A projected electron count tells how much of the filled states looks like a given atomic shell, as seen inside a sphere around the atom. Here it comes from a density-functional calculation of SnSe. The column "projection electrons" adds up each shell's part of the density of states, from 12 eV below the valence top up to the top itself. The column "projection band centre" is the mean energy of that same charge, measured from the valence top.

VASP 6.6.1, plane-wave DFT with the vdW-DF-cx functional and PBE PAW potentials (Sn, Se), for SnSe in a strained two-atom cell. The runs use a 500 eV cutoff, an 8×8×8 k mesh, Gaussian smearing of 0.01 eV and collinear spins without spin-orbit coupling. Projections cover filled states inside atomic spheres down to −12 eV, with energies measured from the valence top.

| projection name | projection electrons (e) | projection band centre (eV) |
| --- | --- | --- |
| Sn1_d_up | 0.050 | -2.340 |
| Sn1_d_down | 0.050 | -2.340 |
| Sn1_p_up | 0.450 | -2.970 |
| Sn1_p_down | 0.450 | -2.970 |
| Se2_p_up | 1.100 | -2.870 |
| Se2_p_down | 1.100 | -2.870 |
| Sn1_s_up | 0.760 | -5.690 |
| Sn1_s_down | 0.760 | -5.690 |
| Se2_s_up | 0.060 | -5.180 |
| Se2_s_down | 0.060 | -5.180 |

The last rows hold a puzzle. Selenium attracts electrons more strongly than tin, so its 4s shell should be the deepest valence shell of the compound. Yet the Se s rows are almost empty, and their centre lies 0.5 eV above that of Sn s.

Three explanations offer themselves. The most tempting takes the row at its word: the Se 4s level lies near −5 eV and holds little charge. The second blames the projection, which counts only what falls inside the spheres and might lose charge from every shell. The third says that the main Se 4s band lies below the floor of the energy window, so that the row shows only a remnant.

It helps to picture the filled bands before reading the rows. SnSe has ten valence electrons per formula unit, four from tin and six from selenium, and they fill five bands. In the usual chemical picture one band is mainly Se 4s, one mainly Sn 5s and three mainly Se 4p. None of them is pure, because orbitals on neighbouring atoms mix, and so each shell leaves some charge in bands that belong mainly to another.

The table opens with Sn d, which gives a first warning about small rows. Tin's filled 4d shell belongs to the frozen core in this calculation, so these rows can't show it. What they hold, 0.05 e per spin, is a slight distortion of the tin charge or the tails of neighbouring selenium orbitals that reach into the tin sphere. The centre at −2.34 eV therefore marks where such tails occur and is not the energy of a d level.

Next come the p rows, whose centres nearly coincide at −2.97 eV for tin and −2.87 eV for selenium. Selenium supplies 71 % of the p charge found in the window, which fits valence bands built mainly from Se 4p. The tin part is expected to be mainly bonding admixture in those bands, with some selenium tails inside the tin sphere, and either source gives it almost the same centre. The percentage depends on the chosen spheres and shouldn't be turned into an oxidation state. A difference of 0.1 eV between two means over several bands depends on the spheres as well and deserves no interpretation. Spin-orbit coupling, left out here, would split the p states and can shift the valence top from which all centres are measured, though to first order it leaves the mean energy of a p shell in place. The valence top is also only the highest filled level on the k mesh. If the true band edge lies a little higher between the mesh points, all centres sit deeper below it by the same amount, and their order stays.

The Sn s rows are different, with a large charge and a centre at −5.69 eV. The up and down rows are equal because the run has no magnetic moment, and together they hold 1.52 e. The same run also lists the whole charge in each sphere shell by shell, without the window's floor. By that list the row holds 93 % of all the s charge in the tin sphere, so the window catches nearly the whole shell. The centre is still an average. In tin(II) chalcogenides most of the Sn 5s charge lies deep, while a smaller part forms antibonding states with Se 4p close to the valence top, and a single mean energy can't separate the two.

The Se s rows can now be judged by the same measure. The full selenium sphere holds 1.48 e of s charge for both spins, almost as much as tin has. Only 0.12 e of it appears in the window. The shell is thus well filled and well inside its sphere, and the tempting first explanation fails: a main Se 4s band near −5 eV would have brought most of that charge into the row.

The second explanation fails too. The window count and the full count use the same spheres, so charge that falls outside the spheres is missing from both and can't make them differ. Nor is the loss shared by all shells. The share of sphere charge that reaches the window is 8 % for Se s, but 90 % or more for Sn s, Sn p and Se p, and about 80 % for Sn d, whose small row suffers most from rounding. Had every shell lost the same fraction, Se s would still show about 1.1 e. The loss singles out one shell, as a cut through the energy scale would do when one band lies below it.

This leaves the third explanation, and the electron count supports it. Over all the listed shells, 1.66 e of sphere charge lies outside the window, and 82 % of that is Se s. Such an amount fits into a single filled band, which holds two electrons, with the remainder of the band lying between the spheres. The small losses of the other shells may be their admixture in this same deep band, though the numbers don't establish that.

A simple bound shows how far the truncated row misleads. Suppose that all the Se s charge outside the window sits exactly at its floor, the shallowest place it can be. The mean energy of the whole shell is then the charge-weighted average of the two parts:

(0.12 × (−5.18 eV) + 1.36 × (−12 eV)) / 1.48 ≈ −11.4 eV

The true mean must lie at least about this deep, more than 6 eV below the centre in the table. The same correction moves Sn s only to about −6.1 eV, and so little Sn s charge is missing that placing it several electronvolts deeper would add only a few tenths. The expected order thus returns, with selenium's s shell far below tin's.

Free atoms explain why the band lies there. In a selenium atom the 4s level is roughly 10 eV below 4p, a rough recalled figure, because an s electron penetrates closer to the nucleus and feels more of its charge. In the solid the whole selenium atom may shift in energy as charge moves between the atoms, but this shift acts on both shells in much the same way. Counting 10 eV down from the Se p centre puts Se 4s near −13 eV, just below the floor. The Se s rows took no part in this estimate.

The same atomic picture can be tried on tin by aligning the rough free-atom levels at the Se p centre. It puts Sn 5s near −6.2 eV, about 0.5 eV deeper than the computed centre. This closeness carries little weight. The recalled levels are non-relativistic, whereas the PAW potentials include scalar relativity, which is expected to pull both s levels down by several tenths of an electronvolt: Se 4s then lies further below the floor, and the mismatch for Sn 5s grows. Besides, two different atoms need not keep their free-atom offset in a compound. Still, it gives the right sequence: the p bands on top, Sn 5s some electronvolts below, and Se 4s much deeper. The printed output after this text gives the sphere comparison and these estimates for all the shells concerned.

For Sn p the atomic picture fails, and the failure is instructive. The alignment places the Sn 5p level close to the valence top, almost 3 eV above the computed centre. The reason is that a band centre taken over filled states averages only over filled states. Most of the Sn 5p character is expected in the empty bands above the gap, and the row sees just the part that bonding has mixed into the Se 4p bands. A centre can therefore be far from the atomic level even when the window cuts off almost nothing.

The remnant of Se s can be read in the same way. Its centre lies between those of Sn s and of the p shells, as it would if the remnant were spread over the bands to which these shells give their main character. That is a reasonable reading of where the charge sits, but one mean energy can't tell how much of it belongs to each band.

These results belong to a strained, unrelaxed cell of rocksalt type and not to the layered ground state of SnSe. In the layered crystal tin sits off-centre among its neighbours, which lets its s and p orbitals mix on the same atom and form a directed lone pair. The cell used here has inversion symmetry, so the fine balance of Sn s and Sn p near the valence top shouldn't be carried over. The depth of Se 4s is less delicate, since it rests on a large gap between two shells of one atom.

A practical rule follows for reading such tables. First compare a row's charge with the shell's charge in the full sphere. If the sphere itself holds little, as for Sn d, the row shows tails; if the sphere holds much and the window little, as for Se s, the window has cut off the main band and its floor must be lowered. Only when both are large does the centre describe the shell's filled part, and even then, as Sn p shows, that part may lie well below the atomic level.

Output of the analysis:

```
Window against full sphere per spin:
         row  full sphere charge e  percent inside window  missing e  uniform loss prediction e  shallowest full-shell mean eV
    Sn1_d_up                0.0605                  82.64     0.0105                    0.04504                         -4.017
  Sn1_d_down                0.0605                  82.64     0.0105                    0.04504                         -4.017
    Sn1_p_up                 0.493                  91.28      0.043                      0.367                         -3.758
  Sn1_p_down                 0.493                  91.28      0.043                      0.367                         -3.758
    Se2_p_up                 1.143                  96.28     0.0425                     0.8506                          -3.21
  Se2_p_down                 1.143                  96.28     0.0425                     0.8506                          -3.21
    Sn1_s_up                0.8145                  93.31     0.0545                     0.6064                         -6.112
  Sn1_s_down                0.8145                  93.31     0.0545                     0.6064                         -6.112
    Se2_s_up                  0.74                  8.108       0.68                     0.5509                         -11.45
  Se2_s_down                  0.74                  8.108       0.68                     0.5509                         -11.45
Se s charge inside the window, both spins, e: 0.12
Se s charge in the full sphere, both spins, e: 1.48
Se s charge missing from the window, both spins, e: 1.36
Se s charge expected for a uniform loss, both spins, e: 1.102
Sn s charge inside the window, both spins, e: 1.52
Sphere charge missing over all listed shells, e: 1.661
Se s share of the missing charge, percent: 81.88
Se p share of the p charge in the window, percent: 70.97
Se s centre less Sn s centre inside the window, eV: 0.51
Change of the Se s bound for 0.005 e rounding per spin, eV: 0.04608
Se 4s estimate from atomic levels aligned at Se p, eV: -13.17
Sn 5s estimate from the same alignment, eV: -6.17
Sn 5s estimate less computed centre, eV: -0.48
Sn 5p estimate from the same alignment, eV: -0.07
Sn 5p estimate less computed centre, eV: 2.9
```
